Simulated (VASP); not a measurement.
# HfB2 (P6/mmm) in VASP: a series of runs

The runs below take HfB2 through single point, with PBEsol.

All numbers are computed with VASP 6.6.1; they aren't measurements. Logs are shortened: lines on timing, memory, paths and dates and some standing lists are left out, and cuts for length are marked.

### 1 The crystal as given

Symmetry: P6/mmm, No. 191, hexagonal system. Conventional cell: a = 3.140 Å, b = 3.140 Å, c = 3.480 Å, α = 90.00°, β = 90.00°, γ = 120.00°. Around Hf (site symmetry 6/mmm) lie 12 B at 2.51 Å. B (site symmetry -6m2) has 3 B at 1.81 Å as nearest neighbours.

### 2 Single point, PBEsol

Contents of INCAR:

```
SYSTEM = HfB2
  PREC = Accurate
  ENCUT = 400
  EDIFF = 1E-7
  ISMEAR = 1
  SIGMA = 0.15
  LREAL = .FALSE.
  LASPH = .TRUE.
  NELM = 100
  ALGO = Normal
  ISIF = 2
  LWAVE = .FALSE.
  LCHARG = .FALSE.
  GGA = PS
  NBANDS = 12
  ADDGRID = .FALSE.
```

Contents of KPOINTS:

```
Automatic mesh
0
G
  13 13 10
  0 0 0
```

Contents of POSCAR:

```
HfB2
1.0
    3.1400000000      0.0000000000      0.0000000000
   -1.5700000000      2.7193197679      0.0000000000
    0.0000000000      0.0000000000      3.4800000000
Hf B
1 2
Direct
    0.0000000000      0.0000000000      0.0000000000
    0.6666666667      0.3333333333      0.5000000000
    0.3333333333      0.6666666667      0.5000000000
```

Potentials or basis: VASP PAW PBE potentials, release 64 (Hf, B).

The run is started by

```console
$ cat potpaw_PBE.64/Hf/POTCAR potpaw_PBE.64/B/POTCAR > POTCAR
$ mpirun -np 1 vasp_std > vasp.out
```

OUTCAR:

```text
SYSTEM = HfB2
   PREC = Accurate
   ENCUT = 400
   EDIFF = 1E-7
   ISMEAR = 1
   LREAL = .FALSE.
   LASPH = .TRUE.
   NELM = 100
   ISIF = 2
   GGA = PS

 Found    126 irreducible k-points:

 Following reciprocal coordinates:
            Coordinates               Weight
  0.000000  0.000000  0.000000      1.000000
  0.076923  0.000000  0.000000      6.000000
  0.153846  0.000000  0.000000      6.000000
  0.230769  0.000000  0.000000      6.000000
  0.307692  0.000000  0.000000      6.000000
  0.384615 -0.000000  0.000000      6.000000
   k-points           NKPTS =    126   k-points in BZ     NKDIM =    126   number of bands    NBANDS=     12
   number of dos      NEDOS =    301   number of ions     NIONS =      3
   total plane-waves  NPLWV =   9600
   dimension x,y,z NGX =    20 NGY =   20 NGZ =   24
   dimension x,y,z NGXF=    40 NGYF=   40 NGZF=   48
   ions per type =               1   2
   NGX,Y,Z   is equivalent  to a cutoff of  10.59, 10.59, 11.47 a.u.
   NGXF,Y,Z  is equivalent  to a cutoff of  21.18, 21.18, 22.93 a.u.
 SYSTEM =  HfB2
   PREC   = accura    normal or accurate (medium, high low for compatibility)
   ISTART =      0    job   : 0-new  1-cont  2-samecut
   ICHARG =      2    charge: 1-file 2-atom 10-const
   ISPIN  =      1    spin polarized calculation?
   LNONCOLLINEAR =      F non collinear calculations
   LSORBIT =      F    spin-orbit coupling
   LASPH  =      T    aspherical Exc in radial PAW
   ENCUT  =  400.0 eV  29.40 Ry    5.42 a.u.   5.12  5.12  5.67*2*pi/ulx,y,z
   NELM   =    100;   NELMIN=  2; NELMDL= -5     # of ELM steps
   EDIFF  = 0.1E-06   stopping-criterion for ELM
   LREAL  =      F    real-space projection
   EDIFFG = 0.1E-05   stopping-criterion for IOM
   NSW    =      0    number of steps for IOM
   IBRION =     -1    ionic relax: 0-MD 1-quasi-New 2-CG
   NFREE  =      0    steps in history (QN), initial steepest desc. (CG)
   ISIF   =      2    stress and relaxation
   ISYM   =      2    0-nonsym 1-usesym 2-fastsym
   POTIM  = 0.5000    time-step for ionic-motion
   TEBEG  =    0.0;   TEEND  =   0.0 temperature during run
   PSTRESS=    0.0 pullay stress
   NELECT =      10.0000    total number of electrons
   NUPDOWN=      -1.0000    fix difference up-down
   EMIN   =  10.00;   EMAX   =-10.00  energy-range for DOS
   EFERMI =   0.00;   METHOD = LEGACY
   ISMEAR =     1;   SIGMA  =   0.15  broadening in eV -4-tet -1-fermi 0-gaus
   EFERMI_NEDOS =   21; number of points for ismear=-14 and -15
   IALGO  =     38    algorithm
   IMIX   =      4    mixing-type and parameters
     AMIX     =   0.40;   BMIX     =  1.00
     AMIX_MAG =   1.60;   BMIX_MAG =  1.00
  volume/ion in A,a.u.               =       9.90        66.84
  Fermi-wavevector in a.u.,A,eV,Ry     =   1.138724  2.151876 17.642568  1.296692
  Thomas-Fermi vector in A             =   2.275428
   LORBIT       =      0    0 simple, 1 ext, 2 COOP (PROOUT), +10 PAW based schemes
   GGA     = PS    functional components
   LHFCALC =     F    Hartree Fock is set to
   AEXX    =    0.0000 exact exchange contribution
   IVDW    =     0    specifies the selected vdW correction
   LEPSILON=     F    determine dielectric tensor
   LRPA    =     F    only Hartree local field effects (RPA)
 non-spin polarized calculation
 Methfessel and Paxton  Order N= 1 SIGMA  =   0.15
  energy-cutoff  :      400.00
  volume of cell :       29.71
 maximum number of plane-waves:       563
   NGX = 11   NGY = 11   NGZ = 11

 number of electron      10.0000001 magnetization

 Free energy of the ion-electron system (eV)
  ---------------------------------------------------
  ext. energy  EPLUGINS =         0.00000000
  ---------------------------------------------------
  free energy    TOTEN  =       -27.92798274 eV

  energy without entropy =      -27.92749242  energy(sigma->0) =      -27.92781930

 E-fermi :   7.9689     XC(G=0): -12.4560

 val. band max:        7.9503847327   @ k =   0.3077   0.1538   0.0000
 cond. band min:       8.0107723373   @ k =   0.0769   0.0769   0.3000
 fundamental gap:      0.0603876046
 Fermi energy:         7.9689067383

 k-point     1 :       0.0000    0.0000    0.0000
  band No.  band energies     occupation
      1      -5.8937      2.00000
      2       4.7861      2.00000
      3       4.9457      2.00000
      4       4.9457      2.00000
      5       5.0563      2.00000
      6      11.8379      0.00000
      7      11.8379      0.00000
      8      12.5014      0.00000
      9      12.5014      0.00000
     10      12.8179      0.00000
     11      12.8179      0.00000
     12      12.8854      0.00000

 k-point     2 :       0.0769    0.0000    0.0000
  band No.  band energies     occupation
      1      -5.7713      2.00000
      2       4.5793      2.00000
      3       4.9157      2.00000
      4       4.9389      2.00000
      5       4.9435      2.00000
      6      11.4780      0.00000
      7      11.7475      0.00000
      8      11.8560      0.00000
      9      12.0038      0.00000
     10      13.2767      0.00000
     11      13.6198      0.00000
     12      13.8355      0.00000
[... 31 lines left out ...]
 k-point     5 :       0.3077    0.0000    0.0000
  band No.  band energies     occupation
      1      -4.0919      2.00000
      2       1.3647      2.00000
      3       4.0352      2.00000
      4       4.6483      2.00000
      5       5.4511      2.00000
      6      10.3072     -0.00000
      7      10.9050     -0.00000
      8      10.9985      0.00000
      9      12.1968      0.00000
     10      13.8882      0.00000
     11      16.4066      0.00000
     12      18.1346      0.00000

 k-point     6 :       0.3846   -0.0000    0.0000
  band No.  band energies     occupation
      1      -3.2005      2.00000
      2       0.1748      2.00000
      3       3.8236      2.00000
      4       4.5058      2.00000
      5       5.1709      2.00000
      6      10.3571     -0.00000
      7      10.6764     -0.00000
      8      11.5383      0.00000
      9      12.9235      0.00000
     10      13.8782      0.00000
     11      17.3939      0.00000
     12      17.7588      0.00000

 [... further k-points ...]

------------------------ aborting loop because EDIFF is reached ----------------------------------------

  FORCE on cell =-STRESS in cart. coord.  units (eV):
  Direction    XX          YY          ZZ          XY          YZ          ZX
  --------------------------------------------------------------------------------------
  -------------------------------------------------------------------------------------
  Total       -0.7273116     -0.7273116     -0.8221598      0.0000000      0.0000000      0.0000000
  in kB      -39.2158753    -39.2158753    -44.3299902      0.0000000      0.0000000      0.0000000
  external PRESSURE =     -40.9205802 kB  Pullay stress =       0.0000000 kB

 VOLUME and BASIS-vectors are now :
 -----------------------------------------------------------------------------
  energy-cutoff  :      400.00
  volume of cell :       29.71
      direct lattice vectors                 reciprocal lattice vectors
     3.140000000  0.000000000  0.000000000     0.318471338  0.183869512  0.000000000
    -1.570000000  2.719319768  0.000000000     0.000000000  0.367739025  0.000000000
     0.000000000  0.000000000  3.480000000     0.000000000  0.000000000  0.287356322

 POSITION                                       TOTAL-FORCE (eV/Angst)
 -----------------------------------------------------------------------------------
      0.00000      0.00000      0.00000         0.000000      0.000000      0.000000
      1.57000      0.90644      1.74000        -0.000000      0.000000      0.000000
     -0.00000      1.81288      1.74000         0.000000      0.000000     -0.000000
 -----------------------------------------------------------------------------------
    total drift:                                0.000000      0.000000     -0.000000

  FREE ENERGIE OF THE ION-ELECTRON SYSTEM (eV)
  ---------------------------------------------------
  free  energy   TOTEN  =       -27.9279827380 eV

  energy  without entropy=      -27.9274924201  energy(sigma->0) =      -27.92781930
```

stdout:

```text
POSCAR found type information on POSCAR HfB
 POSCAR found :  2 types and       3 ions
 scaLAPACK will be used
 -----------------------------------------------------------------------------
|                                                                             |
|                                                                             |
|     You enforced a specific xc type in the INCAR file but a different       |
|     I HOPE YOU KNOW WHAT YOU ARE DOING!                                     |
|                                                                             |
 -----------------------------------------------------------------------------

 LDA part: xc-table for (Slater+PW92), standard interpolation
 POSCAR, INCAR and KPOINTS ok, starting setup
 FFT: planning ... GRIDC
 FFT: planning ... GRID_SOFT
 FFT: planning ... GRID
 WAVECAR not read
 entering main loop
```

It took 12 s on 1 thread of Intel Xeon Platinum 8559C (Emerald Rapids), shared host; peak memory 0.15 GiB.

The run converged, but some of its settings lie outside the range that counts as converged, so its numbers aren't taken as properties of the crystal.

Results:

```yaml
Free_energy: -27.9280 eV
Pressure: -4.1 GPa
Band_gap_on_the_k_mesh: none (metal or under the smearing width)
```

Caveat: the PAW data sets were made with another functional, which shifts forces and pressure a little.

(Part 1 of 2 ends here.)
